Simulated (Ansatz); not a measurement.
# InN: response to strain

Consider InN in the zinc blende structure (space group F-43m, No. 216; a = 5.000 Å). Axes: x, y, z lie along the cube axes.

Strains are applied to the cell and any free atomic positions relax; under biaxial strain the out-of-plane vector relaxes too.

Computed with r2SCAN (Ansatz, a first-principles code, PAW, no SOC), earlier PAW set.

Candidates:
(a) biaxial strain +2.40 %, plane normal [110], relaxed out of plane
(b) tensor shear ε_xz = +0.32 %
(c) biaxial strain −1.43 %, plane normal [001], relaxed out of plane

Notes on the quantities. energy relative to the base: free energy F.

**Question.** Order them by energy relative to the base, highest first.

**Answer.** (a) biaxial strain +2.40 %, plane normal [110], relaxed out of plane (+14 meV/atom), (c) biaxial strain −1.43 %, plane normal [001], relaxed out of plane (+2.8 meV/atom), (b) tensor shear ε_xz = +0.32 % (+0.2 meV/atom)

A biaxial case was relaxed in a doubled cell and then solved in the primitive one. A case with no gap was solved on a k-mesh chosen for an insulator, which is coarse for it. Stability against distortions was not tested. All final runs are without spin polarisation. This is not the structure that InN has at room temperature and ambient pressure.
